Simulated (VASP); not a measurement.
Crystal: Ta2N.

```
Ta N
1.0
     3.11286    0.00000    0.00000
    -1.55643    2.69582    0.00000
     0.00000    0.00000    4.86984
Ta N
2 1
Direct
  0.33333 0.66667 0.25471
  0.66667 0.33333 0.74529
  0.00000 0.00000 0.00000
```

The cell comes from a database or a generator and needn't be the stable form of this composition.

| Quantity | Value |
| --- | --- |
| Program | VASP 6.6.1 |
| Task | relaxation of cell and atoms |
| Functional | r2SCAN |
| Potentials or basis | VASP PAW PBE potentials, release 64 (Ta_pv, N) |
| Cutoff | 600 eV |
| k mesh | 8 × 8 × 6 |
| Occupations | fermi-dirac, width 0.05 eV |
| Spin | no spin polarisation |

At the start: pressure -4.3 GPa; volume 13.62 Å³/atom.

Where does the relaxation end?

Over 8 steps the energy falls by 4.4 meV/atom and the volume is 13.39 Å³/atom (-1.7 %); space group P-3m1 (No. 164, to 0.05 Å).

The path:
| step | energy change (eV) | largest force (eV/Å) | pressure (GPa) | volume (Å³) |
| --- | --- | --- | --- | --- |
| 1 | 0.0000 | 0.0651 | -4.26 | 40.87 |
| 2 | 0.0439 | 0.3911 | 12.23 | 38.76 |
| 3 | -0.0092 | 0.1576 | 0.20 | 40.24 |
| 4 | -0.0121 | 0.0648 | 0.08 | 40.21 |
| 5 | -0.0130 | 0.0147 | 0.01 | 40.19 |
| 6 | -0.0131 | 0.0332 | 0.00 | 40.18 |
| 7 | -0.0132 | 0.0121 | 0.06 | 40.18 |
| 8 | -0.0132 | 0.0091 | 0.06 | 40.18 |

Final structure:
```
Ta N
1.0
     3.07662    0.00000    0.00000
    -1.53831    2.66443    0.00000
     0.00000    0.00000    4.90119
Ta N
2 1
Direct
  0.33333 0.66667 0.25755
  0.66667 0.33333 0.74245
  0.00000 0.00000 0.00000
```

Caveat: the PAW data sets were made with another functional, which shifts forces and pressure a little.
